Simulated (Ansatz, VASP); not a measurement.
## FeSi2 in VASP and in Ansatz

```
Fe Si
1.0
     2.50434    0.00000    0.00000
     0.00000    2.50434    0.00000
     0.00000    0.00000    4.89540
Fe Si
1 2
Direct
  0.00000 0.00000 0.00000
  0.50000 0.50000 0.27686
  0.50000 0.50000 0.72314
```

Alike in both runs: functional PBEsol; k mesh 16 × 16 × 10; occupations gaussian, width 0.1 eV; no spin polarisation.

Ansatz relaxed the structure, and its values are those at the end. VASP's run is a single point on that final structure, the one shown.

|  | VASP | Ansatz |
| --- | --- | --- |
| version | VASP 6.6.1 | Ansatz 0.2.0 |
| potentials or method | VASP PAW PBE potentials, release 64 (Fe, Si) | scalar-relativistic, plane waves, PAW |
| plane-wave cutoff (eV) | 520 | 420 |
| valence electrons in the cell | 16 | 24 |

Ansatz gave:

| Property | Result |
| --- | --- |
| gap on the k mesh at the Fermi level (eV) | none |
| rms of the force components (eV/Å) | 0.001 |

**Question.** Which values does VASP return?

**Answer.** gap on the k mesh at the Fermi level (eV): none; rms of the force components (eV/Å): 0.024.

A gap of «none» marks a metal or a gap that the smearing closes. With one functional, cell and mesh, what is left measures potentials, basis and numerics. The two sets of potentials don't hold the same shells in valence.

Caveats: the PAW data sets were made with another functional, which shifts forces and pressure a little (VASP). Spin polarisation is off, so any magnetic state and its effect on volume and gap are missing.
